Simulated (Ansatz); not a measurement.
# Direct or indirect: WSO sheet (P3m1)

```
W S O
1.0
     3.00515    0.00000    0.00000
    -1.50258    2.60254    0.00000
     0.00000    0.00000   29.46028
W S O
1 1 1
Direct
  0.00000 0.00000 0.32990
  0.33333 0.66667 0.27440
  0.33333 0.66667 0.36947
```

Method: Ansatz, PBE, independent particles, without spin-orbit coupling, line width 0.1 eV (Gaussian). The band structure gives a fundamental gap of 1.55 eV. The spectrum of vertical transitions near the edge:

```json
{"E (eV)": "1.08", "absorbance (%), E ∥ xy": "0.00"}
{"E (eV)": "1.20", "absorbance (%), E ∥ xy": "0.00"}
{"E (eV)": "1.32", "absorbance (%), E ∥ xy": "0.00"}
{"E (eV)": "1.44", "absorbance (%), E ∥ xy": "0.00"}
{"E (eV)": "1.56", "absorbance (%), E ∥ xy": "0.00"}
{"E (eV)": "1.68", "absorbance (%), E ∥ xy": "0.00"}
{"E (eV)": "1.80", "absorbance (%), E ∥ xy": "0.00"}
{"E (eV)": "1.92", "absorbance (%), E ∥ xy": "0.00"}
{"E (eV)": "2.04", "absorbance (%), E ∥ xy": "0.00"}
{"E (eV)": "2.16", "absorbance (%), E ∥ xy": "0.16"}
{"E (eV)": "2.28", "absorbance (%), E ∥ xy": "2.86"}
{"E (eV)": "2.40", "absorbance (%), E ∥ xy": "7.90"}
{"E (eV)": "2.52", "absorbance (%), E ∥ xy": "10.91"}
{"E (eV)": "2.64", "absorbance (%), E ∥ xy": "11.66"}
{"E (eV)": "2.76", "absorbance (%), E ∥ xy": "11.90"}
{"E (eV)": "2.88", "absorbance (%), E ∥ xy": "12.81"}
{"E (eV)": "3.00", "absorbance (%), E ∥ xy": "12.92"}
{"E (eV)": "3.12", "absorbance (%), E ∥ xy": "13.55"}
{"E (eV)": "3.24", "absorbance (%), E ∥ xy": "15.31"}
{"E (eV)": "3.36", "absorbance (%), E ∥ xy": "15.49"}
{"E (eV)": "3.48", "absorbance (%), E ∥ xy": "12.12"}
{"E (eV)": "3.60", "absorbance (%), E ∥ xy": "9.90"}
```

Task: Is the gap direct or indirect, and about where do vertical transitions set in?

Result: Indirect, by the band path, whose least direct gap is 2.33 eV. The curves fit this: they stay near zero above 1.55 eV and rise only from about 2.3 eV, though a forbidden direct transition would look alike. Lines are broadened by 0.1 eV, which spreads the edge, and phonons, which would give weak absorption from the fundamental gap up, are left out.

Cells made by substitution are models, which may or may not match a known phase.

[Logs are printed without paths, hosts, clocks, repeated set-up lines and the standing remarks that a program may print on its own settings, such as how far it seeks lower states.]
